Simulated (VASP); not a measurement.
## Se: relaxation of cell and atoms with PBE

Se:

```
Se
1.0
     3.44153    0.00000    0.00000
    -1.72077    2.98046    0.00000
     0.00000    0.00000    6.20821
Se
2
Direct
  0.00000 0.00000 0.82504
  0.00000 0.00000 0.17496
```

The cell was built by a generator and needn't be a form met in nature.

The cell isn't the ideal one: random cell by space group and Wyckoff sites (P6/mmm, No. 191).

* Program: VASP 6.6.1
* Task: relaxation of cell and atoms
* Functional: PBE
* Potentials or basis: VASP PAW PBE potentials, release 64 (Se)
* Cutoff: 600 eV
* k mesh: 18 × 18 × 10
* Occupations: gaussian, width 0.1 eV
* Spin: no spin polarisation
* Dipole correction: no
* Further INCAR settings: ALGO = Fast; EDIFF = 1e-07; IBRION = 2; EDIFFG = -0.01; NSW = 100; ISIF = 3

```json
{"Relaxed volume": "31.86 Å³/atom", "Relaxed cell": "a = 3.442 Å, b = 3.442 Å, c = 6.213 Å, α = 90.00°, β = 90.00°, γ = 120.00°", "Space group after relaxing (to 0.05 Å)": "P6/mmm (No. 191)", "Energy gained by relaxing": "0.0 meV/atom", "Ionic steps": "3", "Pressure after relaxing": "0.0 GPa", "Band gap on the k mesh": "none (metal or under the smearing width)"}
```

Final structure:
```xyz
2
Lattice="3.4416 0.0000 0.0000 -1.7208 2.9805 0.0000 0.0000 0.0000 6.2127" Properties=species:S:1:pos:R:3 pbc="T T T"
Se   -1.7208    2.9805    5.1250
Se    0.0000    0.0000    1.0877
```

Levels at points of the mesh, in eV from the Fermi level:
```
           k point  band 3  band 4  band 5  band 6  band 7  band 8  band 9  band 10
(0.00, 0.00, 0.00)   -5.28   -0.57   -0.57    2.13    2.13    3.50    5.67     5.96
(0.50, 0.00, 0.00)   -5.20   -4.18   -2.27   -1.68    1.08    4.53    4.90     5.62
(0.00, 0.00, 0.50)   -4.52   -0.54   -0.54    0.87    2.04    2.04    5.78     8.01
(0.50, 0.00, 0.50)   -5.11   -3.62   -2.54   -1.63    0.96    2.71    5.79     7.20
```

Run time: 2.9 min on 1 thread of Intel(R) Xeon(R) Platinum 8559C (Emerald Rapids) (shared host), peak memory 0.31 GiB.

Caveat: this functional lacks dispersion, which binds the layers, so the pressure and a relaxed spacing across them are unreliable.
